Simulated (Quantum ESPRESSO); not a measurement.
# TiO2 (P4_2/mnm) in Quantum ESPRESSO: band structure with WC

Aim: the band structure of TiO2 with WC.

All numbers are computed with Quantum ESPRESSO 7.5; they aren't measurements. Logs are shortened: lines on timing, memory, paths and dates and some standing lists are left out, and cuts for length are marked.

**Experimental background.**

From “Shallow Valence Band of Rutile GeO2 and P-type Doping”, 2020, arxiv:2011.08928, for a bulk crystal of TiO2 at 1.6 K: band gap 3.03 eV (direct).

The runs below are set against these values where they give the same quantity.

### 1 The structure

Symmetry: P4_2/mnm, No. 136, tetragonal system. The conventional cell has a = 4.600 Å, b = 4.600 Å, c = 2.959 Å, α = 90.00°, β = 90.00°, γ = 90.00°. Ti (site symmetry mmm) has 6 O at 1.95 to 1.98 Å as nearest neighbours. O (site symmetry m2m) has 3 Ti at 1.95 to 1.98 Å as nearest neighbours.

The cell is a database's computed one.

### 2 Band structure, WC

The input, pw.in:

```
&CONTROL
  calculation = 'scf'
  prefix = 'pwscf'
  outdir = './tmp'
  pseudo_dir = './pseudo'
  tprnfor = .true.
  tstress = .true.
  disk_io = 'low'
/
&SYSTEM
  ibrav = 0
  nat = 6
  ntyp = 2
  ecutwfc = 84
  nbnd = 33
  input_dft = 'wc'
  occupations = 'smearing'
  smearing = 'fd'
  degauss = 0.00367493
/
&ELECTRONS
  conv_thr = 1.2d-09
  electron_maxstep = 120
  mixing_beta = 0.5
/
ATOMIC_SPECIES
Ti    47.8670 Ti.upf
O     15.9990 O.upf
CELL_PARAMETERS angstrom
   4.5998373239    0.0000000000    0.0000000000
   0.0000000000    4.5998373239    0.0000000000
   0.0000000000    0.0000000000    2.9592135600
ATOMIC_POSITIONS crystal
Ti     0.0000000000    0.0000000000    0.5000000000
Ti     0.5000000000    0.5000000000    0.0000000000
O      0.3043213200    0.3043213200    0.5000000000
O      0.1956786800    0.8043213200    0.0000000000
O      0.8043213200    0.1956786800    0.0000000000
O      0.6956786800    0.6956786800    0.5000000000
K_POINTS automatic
6 6 9 0 0 0
```

The input, bands.in:

```
&CONTROL
  calculation = 'bands'
  prefix = 'pwscf'
  outdir = './tmp'
  pseudo_dir = './pseudo'
  disk_io = 'low'
  verbosity = 'high'
/
&SYSTEM
  ibrav = 0
  nat = 6
  ntyp = 2
  ecutwfc = 84
  nbnd = 33
  input_dft = 'wc'
  occupations = 'smearing'
  smearing = 'fd'
  degauss = 0.00367493
/
&ELECTRONS
  conv_thr = 1d-08
  electron_maxstep = 120
  mixing_beta = 0.5
  diago_full_acc = .true.
/
ATOMIC_SPECIES
Ti    47.8670 Ti.upf
O     15.9990 O.upf
CELL_PARAMETERS angstrom
   4.5998373239    0.0000000000    0.0000000000
   0.0000000000    4.5998373239    0.0000000000
   0.0000000000    0.0000000000    2.9592135600
ATOMIC_POSITIONS crystal
Ti     0.0000000000    0.0000000000    0.5000000000
Ti     0.5000000000    0.5000000000    0.0000000000
O      0.3043213200    0.3043213200    0.5000000000
O      0.1956786800    0.8043213200    0.0000000000
O      0.8043213200    0.1956786800    0.0000000000
O      0.6956786800    0.6956786800    0.5000000000
K_POINTS crystal
60
 0.0000000000  0.0000000000  0.0000000000 1
 0.0000000000  0.1250000000  0.0000000000 1
 0.0000000000  0.2500000000  0.0000000000 1
 0.0000000000  0.3750000000  0.0000000000 1
 0.0000000000  0.5000000000  0.0000000000 1
 0.1250000000  0.5000000000  0.0000000000 1
 0.2500000000  0.5000000000  0.0000000000 1
 0.3750000000  0.5000000000  0.0000000000 1
 0.5000000000  0.5000000000  0.0000000000 1
 0.4285714286  0.4285714286  0.0000000000 1
 0.3571428571  0.3571428571  0.0000000000 1
 0.2857142857  0.2857142857  0.0000000000 1
 0.2142857143  0.2142857143  0.0000000000 1
 0.1428571429  0.1428571429  0.0000000000 1
 0.0714285714  0.0714285714  0.0000000000 1
 0.0000000000  0.0000000000  0.0000000000 1
 0.0000000000  0.0000000000  0.0625000000 1
 0.0000000000  0.0000000000  0.1250000000 1
 0.0000000000  0.0000000000  0.1875000000 1
 0.0000000000  0.0000000000  0.2500000000 1
 0.0000000000  0.0000000000  0.3125000000 1
 0.0000000000  0.0000000000  0.3750000000 1
 0.0000000000  0.0000000000  0.4375000000 1
 0.0000000000  0.0000000000  0.5000000000 1
 0.0000000000  0.1000000000  0.5000000000 1
 0.0000000000  0.2000000000  0.5000000000 1
 0.0000000000  0.3000000000  0.5000000000 1
 0.0000000000  0.4000000000  0.5000000000 1
 0.0000000000  0.5000000000  0.5000000000 1
 0.1000000000  0.5000000000  0.5000000000 1
 0.2000000000  0.5000000000  0.5000000000 1
 0.3000000000  0.5000000000  0.5000000000 1
 0.4000000000  0.5000000000  0.5000000000 1
 0.5000000000  0.5000000000  0.5000000000 1
 0.4285714286  0.4285714286  0.5000000000 1
 0.3571428571  0.3571428571  0.5000000000 1
 0.2857142857  0.2857142857  0.5000000000 1
 0.2142857143  0.2142857143  0.5000000000 1
 0.1428571429  0.1428571429  0.5000000000 1
 0.0714285714  0.0714285714  0.5000000000 1
 0.0000000000  0.0000000000  0.5000000000 1
 0.0000000000  0.5000000000  0.0000000000 1
 0.0000000000  0.5000000000  0.0555555556 1
 0.0000000000  0.5000000000  0.1111111111 1
 0.0000000000  0.5000000000  0.1666666667 1
 0.0000000000  0.5000000000  0.2222222222 1
 0.0000000000  0.5000000000  0.2777777778 1
 0.0000000000  0.5000000000  0.3333333333 1
 0.0000000000  0.5000000000  0.3888888889 1
 0.0000000000  0.5000000000  0.4444444444 1
 0.0000000000  0.5000000000  0.5000000000 1
 0.5000000000  0.5000000000  0.0000000000 1
 0.5000000000  0.5000000000  0.0625000000 1
 0.5000000000  0.5000000000  0.1250000000 1
 0.5000000000  0.5000000000  0.1875000000 1
 0.5000000000  0.5000000000  0.2500000000 1
 0.5000000000  0.5000000000  0.3125000000 1
 0.5000000000  0.5000000000  0.3750000000 1
 0.5000000000  0.5000000000  0.4375000000 1
 0.5000000000  0.5000000000  0.5000000000 1
```

Potentials or basis: PseudoDojo 0.4.1 SR PBE standard.

Run with:

```console
OMP_NUM_THREADS=1 pw.x -in pw.in > pw.out
OMP_NUM_THREADS=1 pw.x -in bands.in > bands.out
```

pw.out:

```text
This program is part of the open-source Quantum ESPRESSO suite
     for quantum simulation of materials; please cite
         "P. Giannozzi et al., J. Phys.:Condens. Matter 21 395502 (2009);
         "P. Giannozzi et al., J. Phys.:Condens. Matter 29 465901 (2017);
         "P. Giannozzi et al., J. Chem. Phys. 152 154105 (2020);
     in publications or presentations arising from this work. More details at

     IMPORTANT: XC functional enforced from input :
     Exchange-correlation= WC
                           (   1   4  11   4   0   0   0)
     Any further DFT definition will be discarded
     Please, verify this is what you really want

     Message from routine setup:
     using ibrav=0 with symmetry is DISCOURAGED, use correct ibrav instead

     G-vector sticks info
     --------------------
     sticks:   dense  smooth     PW     G-vecs:    dense   smooth      PW
     Sum        2025    2025    593                43961    43961    6889

     Using Slab Decomposition

     bravais-lattice index     =            0
     lattice parameter (alat)  =       8.6924  a.u.
     unit-cell volume          =     422.5303 (a.u.)^3
     number of atoms/cell      =            6
     number of atomic types    =            2
     number of electrons       =        48.00
     number of Kohn-Sham states=           33
     kinetic-energy cutoff     =      84.0000  Ry
     charge density cutoff     =     336.0000  Ry
     scf convergence threshold =      1.2E-09
     mixing beta               =       0.5000
     number of iterations used =            8  plain     mixing
     Exchange-correlation= WC
                           (   1   4  11   4   0   0   0)

     celldm(1)=   8.692433  celldm(2)=   0.000000  celldm(3)=   0.000000
     celldm(4)=   0.000000  celldm(5)=   0.000000  celldm(6)=   0.000000

     crystal axes: (cart. coord. in units of alat)
               a(1) = (   1.000000   0.000000   0.000000 )
               a(2) = (   0.000000   1.000000   0.000000 )
               a(3) = (   0.000000   0.000000   0.643330 )

     reciprocal axes: (cart. coord. in units 2 pi/alat)
               b(1) = (  1.000000  0.000000  0.000000 )
               b(2) = (  0.000000  1.000000  0.000000 )
               b(3) = (  0.000000  0.000000  1.554412 )

     PseudoPot. # 1 for Ti read from file:
     Ti.upf
     Pseudo is Norm-conserving + core correction, Zval = 12.0
     Generated using ONCVPSP code by D. R. Hamann
     Using radial grid of 1586 points,  6 beta functions with:
                l(1) =   0
                l(2) =   0
                l(3) =   1
                l(4) =   1
                l(5) =   2
                l(6) =   2

     PseudoPot. # 2 for O  read from file:
     O.upf
     Pseudo is Norm-conserving + core correction, Zval =  6.0
     Generated using ONCVPSP code by D. R. Hamann
     Using radial grid of  936 points,  5 beta functions with:
                l(1) =   0
                l(2) =   0
                l(3) =   1
                l(4) =   1
                l(5) =   2

     atomic species   valence    mass     pseudopotential
     Ti               12.00    47.86700     Ti( 1.00)
     O                 6.00    15.99900     O ( 1.00)

     16 Sym. Ops., with inversion, found ( 8 have fractional translation)

   Cartesian axes

     site n.     atom                  positions (alat units)
         1        Ti     tau(   1) = (   0.0000000   0.0000000   0.3216650  )
         2        Ti     tau(   2) = (   0.5000000   0.5000000   0.0000000  )
         3        O      tau(   3) = (   0.3043213   0.3043213   0.3216650  )
         4        O      tau(   4) = (   0.1956787   0.8043213   0.0000000  )
         5        O      tau(   5) = (   0.8043213   0.1956787   0.0000000  )
         6        O      tau(   6) = (   0.6956787   0.6956787   0.3216650  )

     number of k points=    50  Fermi-Dirac smearing, width (Ry)=  0.0037
                       cart. coord. in units 2pi/alat
        k(    1) = (   0.0000000   0.0000000   0.0000000), wk =   0.0061728
        k(    2) = (   0.0000000   0.0000000   0.1727125), wk =   0.0123457
        k(    3) = (   0.0000000   0.0000000   0.3454249), wk =   0.0123457
        k(    4) = (   0.0000000   0.0000000   0.5181374), wk =   0.0123457
        k(    5) = (   0.0000000   0.0000000   0.6908498), wk =   0.0123457
        k(    6) = (   0.0000000   0.1666667   0.0000000), wk =   0.0246914
[... 42 lines left out ...]
        k(   49) = (  -0.5000000  -0.5000000   0.5181374), wk =   0.0123457
        k(   50) = (  -0.5000000  -0.5000000   0.6908498), wk =   0.0123457

     Dense  grid:    43961 G-vectors     FFT dimensions: (  54,  54,  36)

     Initial potential from superposition of free atoms

     starting charge      47.9968, renormalised to      48.0000
     Starting wfcs are   36 randomized atomic wfcs

     Self-consistent Calculation

     iteration #  1     ecut=    84.00 Ry     beta= 0.50
     Davidson diagonalization with overlap
     ethr =  1.00E-02,  avg # of iterations =  2.0

     total energy              =    -368.95593219 Ry
     estimated scf accuracy    <       2.63809036 Ry

     iteration #  2     ecut=    84.00 Ry     beta= 0.50
     Davidson diagonalization with overlap
     ethr =  5.50E-03,  avg # of iterations =  4.5

     total energy              =    -368.02262031 Ry
     estimated scf accuracy    <      10.49244772 Ry

     iteration #  3     ecut=    84.00 Ry     beta= 0.50
     Davidson diagonalization with overlap
     ethr =  5.50E-03,  avg # of iterations =  3.0
[... 78 lines left out ...]
     total energy              =    -370.02895419 Ry
     estimated scf accuracy    <       0.00000004 Ry

     iteration # 15     ecut=    84.00 Ry     beta= 0.50
     Davidson diagonalization with overlap
     ethr =  7.35E-11,  avg # of iterations =  4.5

     total energy              =    -370.02895420 Ry
     estimated scf accuracy    <          1.3E-09 Ry

     iteration # 16     ecut=    84.00 Ry     beta= 0.50
     Davidson diagonalization with overlap
     ethr =  2.72E-12,  avg # of iterations =  2.2

     End of self-consistent calculation

          k = 0.0000 0.0000 0.0000 (  5521 PWs)   bands (ev):

   -47.7810 -47.7638 -24.1411 -24.1411 -23.9750 -23.9750 -23.9363 -23.9020
    -9.1726  -7.9834  -7.2402  -7.2402   3.1523   3.6066   4.0097   5.1650
     5.1650   6.3990   6.3990   6.9848   8.2735   8.5251   8.5251   8.9956
    10.8621  11.1271  11.4118  11.5154  11.5154  13.4572  13.6286  15.6668
    15.6668

          k = 0.0000 0.0000 0.1727 (  5489 PWs)   bands (ev):

   -47.7757 -47.7595 -24.1272 -24.1272 -23.9902 -23.9725 -23.9725 -23.9588
    -9.0423  -7.9094  -7.3012  -7.3012   3.3333   3.7429   4.1526   5.0127
     5.0127   6.6080   6.6627   6.6627   7.7563   8.2753   8.2753   8.9332
    11.1708  11.2553  11.3303  11.6731  11.6731  13.5269  13.6428  15.4743
    15.4743

          k = 0.0000 0.0000 0.3454 (  5484 PWs)   bands (ev):
[... 329 lines left out ...]
   -47.7416 -47.7416 -24.2677 -24.2677 -24.0443 -24.0443 -23.9663 -23.9663
    -7.8972  -7.8972  -7.6440  -7.6440   4.2008   4.2008   4.4352   4.4352
     5.5918   5.5918   6.6510   6.6510   7.2652   7.2652   8.0208   8.0208
    11.6267  11.6267  12.0455  12.0455  12.4020  12.4020  14.5924  14.5924
    15.4713

          k = 0.3333-0.5000 0.6908 (  5488 PWs)   bands (ev):

   -47.7325 -47.7325 -24.3646 -24.3646 -24.0057 -24.0057 -23.9737 -23.9737
    -7.9213  -7.9213  -7.5139  -7.5139   4.0597   4.0597   4.5986   4.5986
     5.4611   5.4611   6.3197   6.3197   7.5405   7.5405   8.1848   8.1848
    11.3840  11.3840  12.2219  12.2219  12.4735  12.4735  14.5040  14.5040
    15.5742

          k =-0.5000-0.5000 0.0000 (  5444 PWs)   bands (ev):

   -47.7723 -47.7723 -24.1540 -24.1540 -23.9670 -23.9670 -23.9190 -23.9190
    -8.4940  -8.4940  -7.3740  -7.3740   3.3968   3.3968   5.0927   5.0927
     6.0945   6.0945   6.7822   6.7822   7.6651   7.6651   7.8926   7.8926
    10.8944  10.8944  11.5386  11.5386  12.8652  12.8652  14.8561  14.8561
    15.6562

          k =-0.5000-0.5000 0.1727 (  5484 PWs)   bands (ev):

   -47.7675 -47.7675 -24.1395 -24.1395 -23.9742 -23.9742 -23.9650 -23.9650
    -8.3888  -8.3888  -7.4298  -7.4298   3.5426   3.5426   4.7427   4.7427
     6.5842   6.5842   6.8688   6.8688   7.2433   7.2433   7.7235   7.7235
    11.1336  11.1336  11.6198  11.6198  12.7390  12.7390  14.9346  14.9346
    15.4726

          k =-0.5000-0.5000 0.3454 (  5508 PWs)   bands (ev):

   -47.7554 -47.7554 -24.1117 -24.1117 -24.1013 -24.1013 -23.9614 -23.9614
    -8.1195  -8.1195  -7.5713  -7.5713   3.9140   3.9140   4.3591   4.3591
     6.3873   6.3873   7.1063   7.1063   7.1067   7.1067   7.5037   7.5037
    11.5809  11.5809  11.8238  11.8238  12.4001  12.4001  15.0550  15.0550
    15.1627

          k =-0.5000-0.5000 0.5181 (  5468 PWs)   bands (ev):

   -47.7415 -47.7415 -24.2641 -24.2641 -24.0527 -24.0527 -23.9620 -23.9620
    -7.8069  -7.8069  -7.7325  -7.7325   4.2015   4.2015   4.2882   4.2882
     5.6700   5.6700   6.6637   6.6637   7.4185   7.4185   7.9906   7.9906
    11.9705  11.9705  11.9790  11.9790  12.0494  12.0494  15.0285  15.0285
    15.0644

          k =-0.5000-0.5000 0.6908 (  5480 PWs)   bands (ev):

   -47.7325 -47.7325 -24.3615 -24.3615 -24.0101 -24.0101 -23.9731 -23.9731
    -7.8378  -7.8378  -7.5980  -7.5980   4.1991   4.1991   4.3689   4.3689
     5.4447   5.4447   6.2890   6.2890   7.6577   7.6577   8.2745   8.2745
    11.6536  11.6536  12.1940  12.1940  12.2190  12.2190  14.9993  14.9993
    15.0529

     the Fermi energy is     9.8981 ev

!    total energy              =    -370.02895420 Ry
     estimated scf accuracy    <          3.7E-10 Ry
     smearing contrib. (-TS)   =      -0.00000000 Ry
     internal energy E=F+TS    =    -370.02895420 Ry

     The total energy is F=E-TS. E is the sum of the following terms:
     one-electron contribution =    -123.14278358 Ry
     hartree contribution      =      84.99363995 Ry
     xc contribution           =     -67.79218334 Ry
     ewald contribution        =    -264.08762723 Ry

     convergence has been achieved in  16 iterations

     Forces acting on atoms (cartesian axes, Ry/au):

     atom    1 type  1   force =     0.00000000    0.00000000   -0.00000000
     atom    2 type  1   force =     0.00000000    0.00000000    0.00000000
     atom    3 type  2   force =     0.00172895    0.00172895   -0.00000000
     atom    4 type  2   force =    -0.00172895    0.00172895    0.00000000
     atom    5 type  2   force =     0.00172895   -0.00172895   -0.00000000
     atom    6 type  2   force =    -0.00172895   -0.00172895    0.00000000

     Total force =     0.004890     Total SCF correction =     0.000002

     Computing stress (Cartesian axis) and pressure

          total   stress  (Ry/bohr**3)                   (kbar)     P=      -26.91
  -0.00014643   0.00000000   0.00000000          -21.54        0.00        0.00
   0.00000000  -0.00014643   0.00000000            0.00      -21.54        0.00
   0.00000000   0.00000000  -0.00025590            0.00        0.00      -37.64

=------------------------------------------------------------------------------=
   JOB DONE.
=------------------------------------------------------------------------------=
```

Run time: 5.5 min. Hardware: 1 thread of Arm Neoverse V2, shared host; peak memory 0.22 GiB.

Results:

| Item | Value |
| --- | --- |
| Free energy | -5034.5004 eV |
| Pressure | -2.7 GPa |
| Largest force | 0.063 eV/Å |
| Band gap on the k mesh | 1.87 eV, direct |
| Band gap along the path | 1.87 eV, direct |

Forces on the atoms (eV/Å):
```
Ti   0.000  0.000  0.000
Ti   0.000  0.000  0.000
O    0.044  0.044  0.000
O   -0.044  0.044  0.000
O    0.044 -0.044  0.000
O   -0.044 -0.044  0.000
```

Levels at the corners of the path, in eV from the valence-band top:
| point | band 22 | band 23 | band 24 | band 25 | band 26 | band 27 |
| --- | --- | --- | --- | --- | --- | --- |
| Γ | -0.47 | -0.47 | 0.00 | 1.87 | 2.13 | 2.42 |
| X | -1.67 | -0.76 | -0.76 | 2.53 | 2.53 | 3.05 |
| M | -1.33 | -1.10 | -1.10 | 1.90 | 1.90 | 2.54 |
| Γ | -0.47 | -0.47 | 0.00 | 1.87 | 2.13 | 2.42 |
| Z | -2.41 | -1.45 | -1.45 | 3.00 | 3.00 | 3.21 |
| R | -2.06 | -1.05 | -1.05 | 1.90 | 1.90 | 3.24 |
| A | -1.30 | -0.69 | -0.69 | 2.61 | 2.61 | 3.22 |
| Z | -2.41 | -1.45 | -1.45 | 3.00 | 3.00 | 3.21 |
| X | -1.67 | -0.76 | -0.76 | 2.53 | 2.53 | 3.05 |
| R | -2.06 | -1.05 | -1.05 | 1.90 | 1.90 | 3.24 |
| M | -1.33 | -1.10 | -1.10 | 1.90 | 1.90 | 2.54 |
| A | -1.30 | -0.69 | -0.69 | 2.61 | 2.61 | 3.22 |

Caveat: the potentials were made for another functional, which shifts forces and pressure.

### 3 Comparison with measurements

Step 2. Against the measured gap of TiO2, 3.03 eV (direct; 1.6 K; quoted in “Shallow Valence Band of Rutile GeO2 and P-type Doping”, 2020, arxiv:2011.08928), the calculated 1.87 eV is off by -1.16 eV. 2 values of this kind are on record in papers (3.03 to 3.05 eV); this one was drawn at random among those near their median. The value is that of WC, without temperature or zero-point motion. Semilocal functionals fall short of measured gaps as a rule. The cell is a database's relaxed one, not the measured one, which moves gaps too.
